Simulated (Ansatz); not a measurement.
input.yaml (Ansatz)

```yaml
crystal:
  lattice:
    - [-3.2652696522, 2.8803976595, 1.5593028391]
    - [2.8803976595, -3.2652696522, 1.5593028391]
    - [4.0902261655, 4.0902261655, -2.2641965986]
  atoms:
    - { symbol: Te, position: [0.0561871394, 0.9438128606, 0.0] }
    - { symbol: Te, position: [0.6938128606, 0.3061871394, 0.5] }
hamiltonian:
  xc: r2scan
  pseudopotentials:
    kind: paw
    azcp:
      Te: "pseudopotentials/Te.paw.azcp"
basis:
  ecutwfc: 500
  fft_grid_basis: typed
kpoints:
  mp_grid: { grid: [20, 20, 10], shift: [0, 0, 0] }
magnetization:
  spin_polarized: false
scf:
  occupations: { method: fermi_dirac, width: 0.1 }
```

Output

```
Engine: ansatz 0.2.0, x86_64-unknown-linux-gnu
Pseudopotentials: kind: paw
Pseudopotential: Te, paw, valence charge 16, recommended cutoff 500 eV (meta_gga) 
Functional definition: r2SCAN
  parameter k0 = 0.174
  parameter k1 = 0.065
  parameter a1 = 4.9479
  exchange = r2scan_x(k0 = k0, k1 = k1, a1 = a1)
  correlation = r2scan_c
Crystal: 2 atoms, lattice volume = 73.037 Å³
Basis set: ecut = 500 eV, 1871 PW (Γ), exchange–correlation on 144×144×192 points (64 copies of the dense FFT grid, shifted against one another)
Bands: 20, of which v1, the nominal top of the filled ones, is band 16 counted from 1 (15 counted from 0)
Symmetry: 4 space group operations
Space group: C2/c (ITA 15), of the structure as read, at distance tolerance 4.2e-5 Å
k-points: 1062 of 4000
Non-local potential: Te, projectors of the file, l = 0: 2, l = 1: 2, l = 2: 2, l = 3: 2
PAW form: soft (Blöchl's): semilocal exchange-correlation on the pseudo side does not see the compensation charge
PAW frozen core: Te, regenerated for the run's functional (the file was generated under x = pbe(κ = 0.804, μ = 0.2195149727645171), c = pbe(β = 0.06672455060314922))
PAW one-centre angular grid: Te, 590 points (default); XC on 160 Gauss nodes
Initial density: superposition of atomic densities (neutral atoms: chi_scale 0, normalization atom), corrected by the library's trained network
Initial wavefunctions: pseudopotential atomic-orbital guess
Functional: x = r2scan, c = r2scan; τ floored in thin density (d = 2e-4 eV/Å³)
SCF iter   1: F=—  HF=-13989.409602 eV  |F-HF|=—  |Δ(HF+E_count)|=         —  Δρ=3.32e-3  dr2=6.83e-3  dr2_τ=1.38e-3  ethr=1.77e-3  ⟨swp⟩=6.2  Hψ=110406  notcnv=0
SCF iter   2: F=—  HF=-13989.416391 eV  |F-HF|=—  |Δ(HF+E_count)|=   6.79e-3  Δρ=2.08e-3  dr2=2.90e-3  dr2_τ=2.47e-5  ethr=2.13e-5  ⟨swp⟩=2.0  Hψ=38017  notcnv=0
SCF iter   3: F=—  HF=-13989.417064 eV  |F-HF|=—  |Δ(HF+E_count)|=   6.73e-4  Δρ=4.90e-4  dr2=1.54e-4  dr2_τ=1.18e-5  ethr=9.07e-6  ⟨swp⟩=2.0  Hψ=38260  notcnv=0
SCF iter   4: F=—  HF=-13989.416961 eV  |F-HF|=—  |Δ(HF+E_count)|=   1.03e-4  Δρ=2.43e-4  dr2=5.23e-5  dr2_τ=8.68e-7  ethr=4.82e-7  ⟨swp⟩=2.0  Hψ=37648  notcnv=0
SCF iter   5: F=—  HF=-13989.416965 eV  |F-HF|=—  |Δ(HF+E_count)|=   4.13e-6  Δρ=8.85e-5  dr2=6.35e-6  dr2_τ=1.43e-7  ethr=1.63e-7  ⟨swp⟩=2.0  Hψ=38275  notcnv=0
SCF iter   6: F=—  HF=-13989.416969 eV  |F-HF|=—  |Δ(HF+E_count)|=   4.15e-6  Δρ=1.73e-5  dr2=3.23e-7  dr2_τ=3.88e-9  ethr=1.98e-8  ⟨swp⟩=3.0  Hψ=41042  notcnv=0
SCF iter   7: F=-13989.416969 eV  HF=-13989.416969 eV  |F-HF|=1.38e-10  |Δ(HF+E_count)|=   2.58e-7  Δρ=5.43e-6  dr2=3.46e-8  dr2_τ=7.85e-10  ethr=3.13e-10  ⟨swp⟩=3.0  Hψ=48477  notcnv=0
SCF 1 converged in 7 iterations: F = -13989.416969 eV  dr2 = 3.46e-8
SCF converged after 7 iterations
Free energy (F): -13989.416969 eV
Harris-Foulkes:  -13989.416969 eV  (|F-HF|=1.38e-10)
Internal energy: -13989.389027 eV  (E = F + TS)
E sigma→0 (E₀):  -13989.402998 eV
Entropy (-TS):   -0.027943 eV (-13.971 meV/atom)
Fermi energy:    7.510668 eV
--- Per-component energies (eV) ---
  E_band       = -589.109876
  E_kinetic    = 358.949416
  E_local      = -2777.069698  (includes V_loc(G=0)·N_el)
  E_nonlocal   = -621.108695
  E_hartree    = 1720.161032
  E_xc         = -229.236479
  E_vxc        = -222.065731  (∫ρ·V_xc dr)
  E_paw        = -9372.349186  (= ΣΔE_a)
  E_vpaw       = -781.915836  (= ΣTr[D̂ρ^β])
  E_aug_tail   = -0.000076  (compensation charges beyond the density's cutoff)
  E_vtau       = 13.774225  (kinetic-family band-sum trace: ∫τ·v_τ [+ j·A + Jᵃ·Aᵃ] dr)
  E_ewald      = -3069.305052
  E_core_change = 0.569711  (= ΣΔE_core)
  E_smearing   = -0.027943  (= −TS)
  E_closure    = -0.000000  (closes the sum)
  Σ components = -13989.416969   (vs F -13989.416969, Δ=0.00e0)
```

Command:

```sh
ansatz run input.yaml --threads 1 --pin off --max-ram 3584MiB --backend cpu --events-out ev --progress --plain --runs-dir out
```

On 1 thread of Intel(R) Xeon(R) Platinum 8259CL CPU @ 2.50GHz (Skylake/Cascade Lake) (shared host) this took about 170 s of wall time and 170 s of CPU time.
